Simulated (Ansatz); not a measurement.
**Relaxing Zr₃O**

All numbers below come from Ansatz, DFT r2SCAN, scalar-relativistic, plane waves, PAW.

Zr₃O was placed on the A15 structure type (Pm-3n, No. 223), with O in place of Si, Zr in place of Cr, at a guessed volume.

The final relaxation ran on this input, with the default PAW datasets:

```yaml
crystal:
  lattice:
    - [5.2724948042, 0.0, 0.0]
    - [0.0, 5.2724948042, 0.0]
    - [0.0, 0.0, 5.2724948042]
  atoms:
    - { symbol: Zr, position: [0.0, 0.5, 0.25] }
    - { symbol: Zr, position: [0.0, 0.5, 0.75] }
    - { symbol: Zr, position: [0.25, 0.0, 0.5] }
    - { symbol: Zr, position: [0.75, 0.0, 0.5] }
    - { symbol: Zr, position: [0.5, 0.75, 0.0] }
    - { symbol: Zr, position: [0.5, 0.25, 0.0] }
    - { symbol: O, position: [0.0, 0.0, 0.0] }
    - { symbol: O, position: [0.5, 0.5, 0.5] }
basis:
  ecutwfc: 500
kpoints:
  mp_grid: { grid: [8, 8, 8] }
hamiltonian:
  xc: r2scan
scf:
  occupations: { method: gaussian, width: 0.1 }
output:
  forces: true
  stress: true
  eigenvalues: true
relax:
  adjacent_minimum: "off"
  f_tol: 0.01
  max_steps: 80
  cell: { stress_tol: 0.05 }
```

Launched as:

```bash
ansatz run input.yaml --threads 1 --pin off --max-ram 3072MiB --backend cpu --events-out ev --progress --plain --runs-dir out
```

Time: 2.5 min on 1 thread of Arm Neoverse V1 (shared host), peak memory 0.8 GiB.

End of the output:

```
SCF converged after 5 iterations
Free energy (F): -26301.648176 eV
Harris-Foulkes:  -26301.648176 eV  (|F-HF|=5.46e-11)
Internal energy: -26301.599742 eV  (E = F + TS)
E sigma→0 (E₀):  -26301.623959 eV
Entropy (-TS):   -0.048434 eV (-6.054 meV/atom)
Fermi energy:    14.035385 eV
--- Per-component energies (eV) ---
  E_band       = -567.787205
  E_kinetic    = 2348.421486
  E_local      = -4162.282062  (includes V_loc(G=0)·N_el)
  E_nonlocal   = 584.286191
  E_hartree    = 1304.949885
  E_xc         = -1079.030321
  E_vxc        = -1477.248417  (∫ρ·V_xc dr)
  E_paw        = -18146.290205  (= ΣΔE_a)
  E_vpaw       = -560.502671  (= ΣTr[D̂ρ^β])
  E_aug_tail   = 0.001919  (compensation charges beyond the density's cutoff)
  E_vtau       = 89.636662  (kinetic-family band-sum trace: ∫τ·v_τ [+ j·A + Jᵃ·Aᵃ] dr)
  E_ewald      = -7150.604305
  E_core_change = -1.052332  (= ΣΔE_core)
  E_smearing   = -0.048434  (= −TS)
  E_closure    =  0.000000  (closes the sum)
  Σ components = -26301.648176   (vs F -26301.648176, Δ=0.00e0)
--- Forces (eV/Å), atoms counted from 1 ---
  atom   1  Zr     0.00000000     0.00000000     0.00000000
  atom   2  Zr     0.00000000     0.00000000     0.00000000
  atom   3  Zr     0.00000000     0.00000000     0.00000000
  atom   4  Zr     0.00000000     0.00000000     0.00000000
  atom   5  Zr     0.00000000     0.00000000     0.00000000
  atom   6  Zr     0.00000000     0.00000000     0.00000000
  atom   7  O      0.00000000     0.00000000     0.00000000
  atom   8  O      0.00000000     0.00000000     0.00000000
  max |Σ_I F_I| component: 1.62e-17 eV/Å
--- Stress (GPa, compression-positive) ---
       -0.001519       0.000000       0.000000
        0.000000      -0.001519       0.000000
        0.000000       0.000000      -0.001519
  P = ⅓ Tr σ = -0.0015 GPa (-0.015 kbar)
--- Relaxed structure (3 steps of the walk, 2 accepted, 1 SCFs on fresh bases) ---
  F+E_penalty+E_count = -26301.64817622 eV   max|allowed force component| = 2.573e-17 eV/Å   (the final SCF, on the basis selected at the relaxed cell)
  cell:  # Å, volume = 147.0276 Å³
    - [5.277963, 0.000000, 0.000000]
    - [0.000000, 5.277963, 0.0]
    - [0.000000, 0.0, 5.277963]
  atoms:
    - { symbol: Zr, position: [0.000000, 0.5, 0.25] }
    - { symbol: Zr, position: [0.000000, 0.5, 0.75] }
    - { symbol: Zr, position: [0.25, 0.000000, 0.5] }
    - { symbol: Zr, position: [0.75, 0.000000, 0.5] }
    - { symbol: Zr, position: [0.5, 0.75, 0.000000] }
    - { symbol: Zr, position: [0.5, 0.25, 0.000000] }
    - { symbol: O, position: [0.000000, 0.000000, 0.000000] }
    - { symbol: O, position: [0.5, 0.5, 0.5] }
```

Absolute energies hang on the potentials; compare differences alone.

The result has space group Pm-3n (No. 223). Around Zr lie 2 Zr at 2.64 Å, 4 O at 2.95 Å and 8 Zr at 3.23 Å; around O lie 12 Zr at 2.95 Å.

Against the elements it lies at 0.06 eV/atom. Energies over the elements count from the elements' standard structures at the same level (O₂ as a molecule), with no empirical corrections.

The k mesh leaves about 4 meV/atom of noise in metals.

A structure relaxed within its symmetry needn't be a true minimum.